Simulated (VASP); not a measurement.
**C: equation of state with PBEsol**

**Measured values to compare with.**

From “Equation of state of cubic boron nitride at high pressures and temperatures”, 2007, arxiv:cond-mat/0702656, for a bulk crystal of C: bulk modulus 444.8 ± 0.8 GPa.

Crystal: C.

```
C
1.0
     0.00000    1.78337    1.78337
     1.78337    0.00000    1.78337
     1.78337    1.78337    0.00000
C
2
Direct
  0.75000 0.75000 0.75000
  0.50000 0.50000 0.50000
```

This isn't the form of C at room conditions, which is graphite.

```yaml
Program: VASP 6.6.1
Task: equation of state
Functional: PBEsol
Potentials_or_basis: VASP PAW PBE potentials, release 64 (C)
Cutoff: 520 eV
k_mesh: 13 × 13 × 13
Occupations: fermi-dirac, width 0.05 eV
Spin: no spin polarisation
Ladder: free
Further_INCAR_settings: ALGO = Normal; EDIFF = 1e-07; NBANDS = 11
```

```
Equilibrium volume                      : 5.63 Å³/atom
Bulk modulus                            : 450 GPa
Pressure derivative of the bulk modulus : 3.6
```

Energy against volume, from the lowest point:
```csv
volume (Å³/atom),energy (meV/atom)
5.332,23.17
5.445,8.20
5.558,0.69
5.672,0.00
5.785,5.50
5.899,16.65
6.012,32.94
```

All runs of the series together: 65 s on 1 thread of Intel(R) Xeon(R) Platinum 8259CL CPU @ 2.50GHz (Skylake/Cascade Lake), with other jobs on the host.

A measured bulk modulus of C is 444.8 GPa (quoted in “Equation of state of cubic boron nitride at high pressures and temperatures”, 2007, arxiv:cond-mat/0702656); the calculated 450 GPa misses it by +1.2 %. 3 values of this kind are on record (442 to 444.8 GPa); this one was drawn at random among those near their median, those with a stated uncertainty first. The fit is for a static lattice scaled at fixed shape and fixed fractional positions. The cell as given is a measured one (5.67 Å³/atom); PBEsol puts the equilibrium volume -0.8 % from it, thermal expansion not counted.

Caveat: the PAW data sets were made with another functional, which shifts forces and pressure a little.
